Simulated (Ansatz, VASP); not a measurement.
# One calculation of Li, two programs

The input INCAR:

```
SYSTEM = Li
PREC = Accurate
ENCUT = 520
EDIFF = 1E-7
ISMEAR = 0
SIGMA = 0.1
LREAL = .FALSE.
LASPH = .TRUE.
NELM = 60
ALGO = Fast
ISIF = 2
LWAVE = .FALSE.
LCHARG = .FALSE.
GGA = PE
IVDW = 12
NBANDS = 8
```

The input KPOINTS:

```
regular mesh
0
G
  16 16 16
  0 0 0
```

Contents of POSCAR:

```
Li
1.0
    0.0000000000      2.2020000000      2.2020000000
    2.2020000000      0.0000000000      2.2020000000
    2.2020000000      2.2020000000      0.0000000000
Li
1
Direct
    0.0000000000      0.0000000000      0.0000000000
```

Input for Ansatz:

```yaml
crystal:
  lattice:
    - [0.0, 2.202, 2.202]
    - [2.202, 0.0, 2.202]
    - [2.202, 2.202, 0.0]
  atoms:
    - { symbol: Li, position: [0.0, 0.0, 0.0] }
basis:
  ecutwfc: 420
kpoints:
  mp_grid: { grid: [16, 16, 16] }
hamiltonian:
  xc: pbe
  dispersion: d3bj
scf:
  occupations: { method: gaussian, width: 0.1 }
output:
  forces: true
  stress: true
  eigenvalues: true
  populations: true
```

Alike in both runs: task single point; functional PBE; dispersion D3(BJ); k mesh 16 × 16 × 16; occupations gaussian, width 0.1 eV; no spin polarisation.

```csv
,VASP,Ansatz
version,VASP 6.6.1,Ansatz 0.2.0
potentials or method,"VASP PAW PBE potentials, release 64 (Li_sv)","scalar-relativistic, plane waves, PAW"
plane-wave cutoff (eV),520,420
valence electrons in the cell,3,3
```

```tsv
	VASP	Ansatz	Ansatz less VASP
gap on the k mesh at the Fermi level (eV)	none	none	-
dispersion energy (meV/atom)	-160.5	-160.5	-0.04
```

A gap of «none» marks a metal or a gap that the smearing closes.
